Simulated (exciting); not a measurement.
Cr:

```
Cr
1.0
     0.00000    2.71400    0.00000
    -2.35039   -1.35700    0.00000
     0.00000    0.00000    4.41000
Cr
2
Direct
  0.66667 0.33333 0.75000
  0.33333 0.66667 0.25000
```

This isn't the form of Cr at room conditions, which is bcc.

Base run:

| Property | Result |
| --- | --- |
| Program | exciting (release sodium) |
| Functional | LDA |
| Potentials or basis | all-electron LAPW+lo, shipped species files, valence relativity iora* |
| rgkmax | 9 |
| k mesh | 11 × 11 × 6 |
| Occupations | gaussian, width 0.02 eV |
| Spin | collinear spin, ferromagnetic start |

Its results: band gap on the k mesh none (metal or under the smearing width); net moment 1.53 μB per cell; site moments Cr +0.64 μB.

The run is repeated on the same cell with these changes: functional from LDA to PBE. What comes out?

Band gap on the k mesh none (metal or under the smearing width); net moment 1.74 μB per cell; site moments Cr +0.74 μB.
